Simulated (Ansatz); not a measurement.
## As in Ansatz: the effect of functional

As:

```xyz
4
Lattice="1.7877 -5.3877 0.0000 1.7877 5.3877 0.0000 0.0000 0.0000 4.3787" Properties=species:S:1:pos:R:3 pbc="T T T"
As    1.7877    1.1853    2.4521
As    1.7877   -4.2024    4.1160
As    1.7877   -1.1853    1.9266
As    1.7877    4.2024    0.2627
```

This isn't the form of As at room conditions, which is rhombohedral.

The cell isn't the ideal one: volume scaled by 0.94.

Alike in all runs:

```yaml
Program: Ansatz 0.2.0
Task: single point
Potentials_or_basis: Ansatz PAW
k_mesh: 8 × 8 × 6
Occupations: fermi-dirac, width 0.05 eV
Spin: no spin polarisation
```

One run gave: gap on the mesh none; pressure 2.8 GPa; largest force 0.40 eV/Å. Which functional did it use?
A. LDA
B. r2SCAN
C. PBEsol

A.

```tsv
functional	cutoff	gap on the mesh (eV)	pressure (GPa)	largest force (eV/Å)
LDA	420 eV (not typed: the program's choice for these potentials)	none	2.8	0.40
PBEsol	420 eV (not typed: the program's choice for these potentials)	none	4.6	0.53
r2SCAN	500 eV (not typed: the program's choice for these potentials)	0.13	6.7	0.25
```

Caveats: the PAW data sets come from PBE, with cores solved anew for the run's functional, which leaves a small shift of forces and pressure.

A k mesh can miss the band edges.

A gap of «none» marks a metal or a gap under the smearing width.

Runs at the PBE level aren't shown here.
